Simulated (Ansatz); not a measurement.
Ga (hcp)

Level of theory: DFT, PBE, scalar-relativistic, no spin polarisation; plane waves to 420 eV with PAW datasets (Ansatz 0.2.0), 16×16×8 k-mesh, Gaussian smearing of 0.05 eV; PAW files: Ansatz's generated set soft_2.

Space group P6_3/mmc (No. 194). a = 2.991 Å, b = 2.991 Å, c = 4.917 Å, α = 90.00°, β = 90.00°, γ = 120.00°
```csv
atom,site,symmetry,x,y,z
Ga,2d,-6m2,0.3333,0.6667,0.7500
```

At room temperature and ambient pressure Ga takes another structure.

Which orbitals carry the states at the Fermi level, and how many states are there?

Within 0.1 eV of it: Ga 4p 72 %, Ga 4s 28 % (shares among the projected shells). The density of states at the Fermi level is about 0.81 states/eV per cell, averaged over 0.3 eV.

Density of states (tetrahedra, averaged over 0.4 eV; states/eV per cell of 2 atoms; energy in eV from the Fermi level; projections on Löwdin-orthogonalised atomic orbitals, summed over sites):

```csv
E,total,Ga 4p,Ga 4s
-6.45,0.54,0.28,0.26
-6.05,0.57,0.29,0.28
-5.65,0.64,0.30,0.33
-5.25,0.63,0.28,0.34
-4.85,0.59,0.26,0.33
-4.45,0.62,0.28,0.33
-4.05,0.65,0.29,0.36
-3.65,0.72,0.30,0.41
-3.25,0.68,0.29,0.38
-2.85,0.69,0.32,0.36
-2.45,0.58,0.34,0.23
-2.05,0.58,0.41,0.16
-1.65,0.77,0.58,0.18
-1.25,0.84,0.60,0.23
-0.85,0.83,0.56,0.25
-0.45,0.78,0.53,0.24
-0.05,0.81,0.56,0.23
0.35,0.85,0.61,0.21
0.75,0.96,0.70,0.22
1.15,0.87,0.65,0.19
1.55,0.92,0.70,0.19
1.95,0.86,0.64,0.19
2.35,0.84,0.62,0.18
2.75,0.95,0.71,0.19
3.15,0.92,0.69,0.18
3.55,0.96,0.74,0.16
3.95,1.02,0.79,0.15
```
